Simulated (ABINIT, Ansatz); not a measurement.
# Converging GW for CdS (Hawleyite) in ABINIT, part 2 of 2

Wanted: a converged G0W0 gap of CdS (Hawleyite), or an estimate of the limit.

ABINIT 10.8.3; PBE and many-body steps on it, plane waves. Known limits of the many-body steps: not at the basis limit; no spin-orbit coupling; coarse k mesh.

So far. Step 3 (Screening, 4×4×4 mesh, 52 bands, screening to 95.2 eV): Local fields lower ε∞ by 6 %. On a Γ-centred mesh this coarse the value itself is usually too large, while a short band sum pulls it down. Step 4 (52 bands, 95.2 eV): The gap on the mesh goes from 1.14 eV to 2.03 eV, a correction of +0.89 eV.

## 6. 142 bands, 176.9 eV

This step: G0W0 on PBE, plane waves, norm-conserving pseudopotentials.

Contents of run.abi:

```
acell 3*1.0 Angstrom
rprim 
  -0.000000000000 2.916500000000 2.916500000000
  2.916500000000 -0.000000000000 2.916500000000
  2.916500000000 2.916500000000 -0.000000000000
ntypat 2
znucl 48 16
natom 2
typat 1 2
xred 
  0.000000000000 0.000000000000 0.000000000000
  0.250000000000 0.250000000000 0.250000000000
pp_dirpath "pseudos"
pseudos "Cd.upf, S.upf"
ecut 47
ngkpt 4 4 4
nshiftk 1
shiftk 0 0 0
kptopt 1
chksymbreak 0
istwfk *1
occopt 1
irdwfk 1
optdriver 4
nband 142
gwcalctyp 0
ecutsigx 47
symsigma 1
nkptgw 1
kptgw 
  0.0000000000 0.0000000000 0.0000000000
bdgw 
  11 17
ecuteps 6.5
irdscr 1
ppmodel 1
indata_prefix "in"
outdata_prefix "out"
tmpdata_prefix "tmp"
```

Command:

```sh
OMP_NUM_THREADS=1 mpirun -n 4 abinit run.abi > log
```

Numbers of over 12 decimals in the logs are rounded to 6 here.

What it wrote:

```text
.Version 10.8.3 of ABINIT. v10.8.2 released Aug 2026.

 Symmetries : space group F-4 3 m (#216); Bravais cF (face-center cubic)
[... echo of the input left out ...]
== DATASET  1 ==================================================================
-   mpi_nproc: 4, omp_nthreads: 1 (-1 if OMP is not activated)

--- !DatasetInfo
iteration_state: {dtset: 1, }
dimensions: {natom: 2, nkpt: 8, mband: 142, nsppol: 1, nspinor: 1, nspden: 1, mpw: 5180, }
cutoff_energies: {ecut:  47.0, pawecutdg:  -1.0, }
electrons: {nelect:   2.60000000E+01, charge:   0.00000000E+00, occopt:   1.00000000E+00, tsmear:   1.00000000E-02, }

 SIGMA: Calculation of the GW corrections

 Based on a program developped by R.W. Godby, V. Olevano, G. Onida, and L. Reining.
 Incorporated in ABINIT by V. Olevano, G.-M. Rignanese, and M. Torrent.
.Using double precision arithmetic ; gwpc =  8

[... cell and pseudopotentials left out ...]
--------------------------------------------------------------------------------

 ==== K-mesh for the wavefunctions ====
 Number of points in the irreducible wedge :     8
[... list of points left out ...]
 Together with 24 symmetry operations and time-reversal symmetry
 yields    64 points in the full Brillouin Zone.

 ==== Q-mesh for screening function ====
 Number of points in the irreducible wedge :     8
[... list of points left out ...]
 Together with 24 symmetry operations and time-reversal symmetry
 yields    64 points in the full Brillouin Zone.

 vcoul_init : cutoff-mode = AUXILIARY_FUNCTION
 q-points for optical limit:   1
     1)      0.000010    0.000020    0.000030
 setmesh: FFT mesh size selected  =    50x   50x   50
          total number of points  =       125000

 Number of electrons calculated from density =   26.0000; Expected =   26.0000
[...]
number of q-points in BZ                           64
 number of frequencies for dSigma/dE                 9
 frequency step for dSigma/dE [eV]                0.25
 number of omega for Sigma on real axis              0
 max omega for Sigma on real axis  [eV]           0.00
 zcut for avoiding poles [eV]                     0.10

 EPSILON^-1 parameters (SCR file):
 dimension of the eps^-1 matrix on file            283
 dimension of the eps^-1 matrix used               283
 number of plane-waves for wavefunctions          5065
 number of bands                                   142
 number of q-points in IBZ                           8
 number of frequencies                               2
 number of real frequencies                          1
 number of imag frequencies                          1

 matrix elements of self-energy operator (all in [eV])

 Perturbative Calculation

--- !SelfEnergy_ee
iteration_state: {dtset: 1, }
kpoint     : [   0.000,    0.000,    0.000, ]
spin       : 1
KS_gap     :    1.145
QP_gap     :    2.098
Delta_QP_KS:    0.953
data: !SigmaeeData |
     Band     E0 <VxcDFT>   SigX SigC(E0)      Z dSigC/dE  Sig(E)    E-E0       E
       11   4.366 -15.389 -18.420   1.995   0.781  -0.280 -16.198  -0.809   3.557
       12   4.366 -15.389 -18.420   1.995   0.781  -0.280 -16.198  -0.809   3.557
       13   4.366 -15.389 -18.420   1.995   0.781  -0.280 -16.198  -0.809   3.557
       14   5.511 -10.636  -6.668  -3.791   0.812  -0.231 -10.492   0.144   5.655
       15  10.897 -10.642  -5.801  -4.356   0.810  -0.235 -10.249   0.393  11.290
       16  10.897 -10.642  -5.801  -4.356   0.810  -0.235 -10.249   0.393  11.290
       17  10.897 -10.642  -5.801  -4.356   0.810  -0.235 -10.249   0.393  11.290

== END DATASET(S) ==============================================================
================================================================================

 -outvars: echo values of variables after computation  --------
           etotal      0.0000000000E+00
            nband         142
             nkpt           8
          spgroup         216
 [... the other variables as echoed above ...]

 Calculation completed.
```

Elapsed: 9.6 s, on 4 MPI ranks of Arm Neoverse V2, shared host; peak memory 1.4 GiB; 38 s of CPU time.

This step gave:

| Property | Result |
| --- | --- |
| G0W0 gap on the points computed | 2.098 eV |
| starting gap on the mesh | 1.145 eV |
| k of the valence top | 0, 0, 0 |
| k of the conduction bottom | 0, 0, 0 |
| Z at the valence top | 0.781 |
| Z at the conduction bottom | 0.812 |
| least direct G0W0 gap on the computed points | 2.098 eV |

Against G0W0 in ABINIT (4×4×4 mesh, 52 bands, screening to 95.2 eV, Godby-Needs plasmon pole), the gap moves by +0.065 eV.

## 7. Screening, 4×4×4 mesh, 331 bands, screening to 272.1 eV

This step: RPA screening on PBE, plane waves, norm-conserving pseudopotentials.

Edit run.abi of step 6 so:

```diff
@@ -23,15 +23,8 @@
 irdwfk 1
-optdriver 4
-nband 142
-gwcalctyp 0
-ecutsigx 47
-symsigma 1
-nkptgw 1
-kptgw 
-  0.0000000000 0.0000000000 0.0000000000
-bdgw 
-  11 17
-ecuteps 6.5
-irdscr 1
-ppmodel 1
+optdriver 3
+nband 331
+ecuteps 10
+inclvkb 2
+awtr 1
+symchi 1
 indata_prefix "in"
```

What it wrote:

```text
.Version 10.8.3 of ABINIT. v10.8.2 released Aug 2026.

 Symmetries : space group F-4 3 m (#216); Bravais cF (face-center cubic)
[... echo of the input left out ...]
== DATASET  1 ==================================================================
-   mpi_nproc: 4, omp_nthreads: 1 (-1 if OMP is not activated)

--- !DatasetInfo
iteration_state: {dtset: 1, }
dimensions: {natom: 2, nkpt: 8, mband: 331, nsppol: 1, nspinor: 1, nspden: 1, mpw: 5180, }
cutoff_energies: {ecut:  47.0, pawecutdg:  -1.0, }
[...]
--------------------------------------------------------------------------------
[... chi0 elements left out ...]
 For q-point:  0.000010 0.000020 0.000030
  dielectric constant =  11.0614
  dielectric constant without local fields =  11.7818

  Average fulfillment of the sum rule on Im[epsilon] for q-point    1 :     88.09  [%]
[... wings left out ...]
  q-point number  2        q = ( 0.250000, 0.000000, 0.000000) [r.l.u.]
--------------------------------------------------------------------------------
[... chi0 elements left out ...]
  Average fulfillment of the sum rule on Im[epsilon] for q-point    2 :     92.57  [%]

 [... 6 further q-points ...]
```

Run time: 3.8 min. Hardware: 4 MPI ranks; peak memory 2.8 GiB; 15 min of CPU time.

This step gave:

| Item | Value |
| --- | --- |
| ε∞ with local fields, on this mesh, along the program's q direction | 11.06 |
| the same without local fields | 11.78 |
| plasma frequency | 26.88 eV |
| plane waves in the screening matrix | 531 |

## 8. 331 bands, 272.1 eV

This step: G0W0 on PBE, plane waves, norm-conserving pseudopotentials.

Edit run.abi of step 7 so:

```diff
@@ -23,8 +23,15 @@
 irdwfk 1
-optdriver 3
+optdriver 4
 nband 331
+gwcalctyp 0
+ecutsigx 47
+symsigma 1
+nkptgw 1
+kptgw 
+  0.0000000000 0.0000000000 0.0000000000
+bdgw 
+  11 17
 ecuteps 10
-inclvkb 2
-awtr 1
-symchi 1
+irdscr 1
+ppmodel 1
 indata_prefix "in"
```

What it wrote:

```text
.Version 10.8.3 of ABINIT. v10.8.2 released Aug 2026.

 Symmetries : space group F-4 3 m (#216); Bravais cF (face-center cubic)
[... echo of the input left out ...]
== DATASET  1 ==================================================================
-   mpi_nproc: 4, omp_nthreads: 1 (-1 if OMP is not activated)

--- !DatasetInfo
iteration_state: {dtset: 1, }
dimensions: {natom: 2, nkpt: 8, mband: 331, nsppol: 1, nspinor: 1, nspden: 1, mpw: 5180, }
cutoff_energies: {ecut:  47.0, pawecutdg:  -1.0, }
[...]
15  10.897 -10.642  -5.801  -4.488   0.809  -0.236 -10.357   0.285  11.183
       16  10.897 -10.642  -5.801  -4.488   0.809  -0.236 -10.357   0.285  11.183
       17  10.897 -10.642  -5.801  -4.488   0.809  -0.236 -10.357   0.285  11.183

== END DATASET(S) ==============================================================
================================================================================

 -outvars: echo values of variables after computation  --------
           etotal      0.0000000000E+00
            nband         331
             nkpt           8
          spgroup         216
 [... the other variables as echoed above ...]

 Calculation completed.
```

Run time: 53 s. Hardware: 4 MPI ranks; peak memory 3 GiB.

This step gave:

```yaml
g0w0_gap_on_the_points_computed: 2.165 eV
starting_gap_on_the_mesh: 1.145 eV
k_of_the_valence_top: 0, 0, 0
k_of_the_conduction_bottom: 0, 0, 0
least_direct_g0w0_gap_on_the_computed_points: 2.165 eV
```

Against G0W0 in ABINIT (4×4×4 mesh, 142 bands, screening to 176.9 eV, Godby-Needs plasmon pole), the gap moves by +0.067 eV.

## 9. Side by side

Times are wall times on 4 MPI ranks of Arm Neoverse V2, shared host, good to a factor of about two. A run's time includes the screening step that it read.

```tsv
run	mesh	bands	screening cutoff (eV)	DFT gap (eV)	gap on the mesh (eV)	direct (eV)	ε∞ used	time
52 bands, 95.2 eV	4×4×4	52	95.2	1.145	2.033	2.033	11.06	13 s
142 bands, 176.9 eV	4×4×4	142	176.9	1.145	2.098	2.098	11.07	70 s
331 bands, 272.1 eV	4×4×4	331	272.1	1.145	2.165	2.165	11.06	4.7 min
```

## 10. Summary of results

```
52 bands, 95.2 eV   : 2.033 eV
142 bands, 176.9 eV : 2.098 eV
331 bands, 272.1 eV : 2.165 eV
known limits        : not at the basis limit; no spin-orbit coupling; coarse k mesh
```

What this shows: From the first rung to the last the gap moves by +0.13 eV for 21 times the time. The steps are not yet shrinking, so no limit is drawn. In the G0W0 runs levels were corrected at 1 k point alone, so a gap called «on the mesh» is the least over those, and an edge elsewhere would be missed. The 4×4×4 mesh is coarse for this cell, which bears on the long-range parts of exchange and screening. The many-body steps are scalar-relativistic: spin-orbit coupling is not in them.

[Paths, hosts, dates, memory and timing lines, banners, echoed tables and standing remarks are left out of the program output.]

[Logs are printed without paths, hosts, clocks, repeated set-up lines and the standing remarks that a program may print on its own settings, such as how far it seeks lower states.]

[Runs of the session that timed out or met a known fault of the program may be left out.]

[Hosts, paths, dates, database ids (printed as entryN), source tags and the programs' standing remarks are cut or masked in the printed files.]

[G0W0 gaps are taken among the corrected bands and points alone; a level outside them can change the order at an edge.]

[Where Ansatz stands beside ABINIT at settings called matched, ABINIT's density can come from a denser mesh and the files from another edition; pairs whose starting gaps differed by over 0.03 eV were left out, so agreement reads better than it is.]
